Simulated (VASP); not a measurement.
A run of VASP 6.6.1:

The input INCAR:

```
SYSTEM = Ca
  PREC = Accurate
  ENCUT = 520
  EDIFF = 1E-6
  ISMEAR = 0
  SIGMA = 0.1
  LREAL = .False.
  LASPH = .True.
  NELM = 60
  ALGO = Fast
  ISIF = 2
  LWAVE = .False.
  LCHARG = .False.
  GGA = PS
  NBANDS = 17
```

The input KPOINTS:

```
regular mesh
0
Gamma
  10 10 10
  0 0 0
```

File POSCAR:

```
Ca
1.0
    4.5871716961      0.0000000000      0.0000000000
    0.0000000000      4.5871716961      0.0000000000
    0.0000000000      0.0000000000      3.9844131438
Ca
2
Direct
    0.0000000000      0.0000000000      0.5000000000
    0.5000000000      0.5000000000      0.0000000000
```

Potentials or basis: VASP PAW PBE potentials, release 64 (Ca_sv).

Command:

```sh
$ cat potpaw_PBE.64/Ca_sv/POTCAR > POTCAR
$ mpirun -np 1 vasp_std > vasp.out
```

Hardware: 1 thread of Intel(R) Xeon(R) 6975P-C (Granite Rapids), on a shared host.

Problem. Estimate the wall time of this run.

Solution. It took 66 s on 1 thread of Intel(R) Xeon(R) 6975P-C (Granite Rapids), with other jobs on the host, peak memory 0.29 GiB. Counts: scf iterations 15, k points 126.
